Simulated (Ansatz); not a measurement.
Input of an Ansatz 0.2.0 run:

The input input:

```
crystal:
  lattice:
    - [1.88524, 0.0, 0.0]
    - [0.0, 1.88524, 0.0]
    - [0.0, 0.0, 1.88524]
  atoms:
    - { symbol: B, position: [0.5, 0.5, 0.5] }
hamiltonian:
  xc: { exchange: pbe, correlation: pbe, exx: { coeff: 0.25, omega: 0.6 } }
  pseudopotentials: { kind: paw }
kpoints:
  mp_grid: { grid: [7, 7, 7] }
scf:
  occupations: { method: fermi_dirac, width: 0.05 }
output:
  forces: true
  stress: true
  eigenvalues: true
  write_density: true
  write_potential: true
  elf: true
  volumetric_format: npy
```

(1) Predict the pressure.

(2) Predict the band gap on the k mesh.

Results:

(1) -3.0 GPa.

(2) none (metal or under the smearing width).

Caveat: the k mesh is coarse (spacing up to 0.48 Å⁻¹), so the values aren't converged, least of all with exact exchange; the PAW data sets come from PBE, with cores solved anew for the run's functional, which leaves a small shift of forces and pressure; the thresholds are loose for stress.
